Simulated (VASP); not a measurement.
Wanted: the native input for a VASP 6.6.1 run.

| Quantity | Value |
| --- | --- |
| Task | single point |
| Functional | revPBE |
| Potentials or basis | VASP PAW PBE potentials, release 64 (Ag) |
| Cutoff | 520 eV |
| k mesh | 4 × 7 × 8, shifted |
| Occupations | fermi-dirac, width 0.0442 eV |
| Spin | no spin polarisation |
| Dipole correction | no |
| Further INCAR settings | ALGO = Normal; EDIFF = 1e-06; NBANDS = 18 |

The structure of Ag lies in POSCAR:

```
Ag
1.0
    4.6238442600      0.7258005700      1.9981640000
   -1.6074904100      0.9655647500      2.0448806400
    0.0541641500     -1.6952144300      1.9812126200
Ag
2
Direct
    0.9609020000      0.9127410000      0.0712950000
    0.5232910000      0.5194450000      0.9929960000
```

The cell was built by a generator and needn't be a form met in nature.

One way to write it, as run:

INCAR

```
SYSTEM = Ag
PREC     = Accurate       ! precision mode
ENCUT    = 520            ! plane-wave cutoff, eV
EDIFF    = 1E-6           ! SCF threshold, eV
ISMEAR   = -1             ! smearing method
SIGMA    = 0.0442         ! smearing width, eV
LREAL    = .False.        ! projectors in reciprocal space
LASPH    = .True.         ! aspherical terms in the spheres
NELM     = 100            ! most SCF steps
ALGO     = Normal         ! electronic algorithm
ISIF     = 2              ! what is computed and relaxed
LWAVE    = .False.        ! write WAVECAR
LCHARG   = .False.        ! write CHGCAR
GGA      = RE             ! functional
NBANDS   = 18             ! bands
```

KPOINTS

```
Automatic mesh
0
Gamma
  4 7 8
  0 0 0.5
```

Potentials or basis: VASP PAW PBE potentials, release 64 (Ag).

Command:

```bash
$ cat potpaw_PBE.64/Ag/POTCAR > POTCAR
$ mpirun -np 1 vasp_std > vasp.out
```

It gave:

```
Pressure               : 30.1 GPa
Largest force          : 4.016 eV/Å
Band gap on the k mesh : none (metal or under the smearing width)
```

Caveat: a pressure of tens of GPa on the cell as given is suspect, and the run, the potentials or the cell itself is likely at fault; the PAW data sets were made with another functional, which shifts forces and pressure a little.

Wall time 40 s on 1 thread of Intel(R) Xeon(R) Platinum 8488C (Sapphire Rapids), with other jobs on the host, peak memory 0.18 GiB.
